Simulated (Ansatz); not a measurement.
Free-standing chains of the atoms of C, named by their start (strip: triangular double chain, ladder: square double chain); atoms and period are relaxed, and energies count from relaxed bulk C (Fd-3m, 5.69 Å³/atom, gap on the mesh 4.15 eV).

The calculation used Ansatz 0.2.0, DFT PBE, scalar-relativistic, plane waves, PAW.

Settings: cutoff 420 eV, Γ-centred mesh 1×1×23 on the computed 4-atom cell, Gaussian smearing of 0.05 eV; collinear spin from starting moments 0.5 0.5 0.5 0.5 μB.

Start (ladder chain):

```yaml
crystal:
  lattice:
    - [10.50000, 0.00000, 0.00000]
    - [0.00000, 9.30000, 0.00000]
    - [0.00000, 0.00000, 2.78369]
  atoms:
    - { symbol: C, position: [0.43041, 0.50000, 0.00000] }
    - { symbol: C, position: [0.43041, 0.50000, 0.50000] }
    - { symbol: C, position: [0.56959, 0.50000, 0.00000] }
    - { symbol: C, position: [0.56959, 0.50000, 0.50000] }
```

**Question.** Give the relaxed structure and its energy.

**Answer.** The free energy falls by 73 meV/atom.

```
excess energy (eV per host atom) : 1.660
period (Å)                       : 2.896
gap on the mesh (eV)             : 0.35
size of the moment (μB per cell) : 0.00
```

Relaxed structure:
```yaml
crystal:
  lattice:
    - [10.50000, 0.00000, 0.00000]
    - [0.00000, 9.30000, 0.00000]
    - [0.00000, 0.00000, 2.89604]
  atoms:
    - { symbol: C, position: [0.42928, 0.50000, 0.00000] }
    - { symbol: C, position: [0.42928, 0.50000, 0.50000] }
    - { symbol: C, position: [0.57072, 0.50000, 0.00000] }
    - { symbol: C, position: [0.57072, 0.50000, 0.50000] }
```

An odd mesh misses points on the zone edge, so a gap read on it can be too wide.

Each run keeps its start's symmetry and one magnetic start, so lower states can exist.

Time: 42 s on 2 threads of Arm Neoverse N1 (shared host), peak memory 0.49 GiB.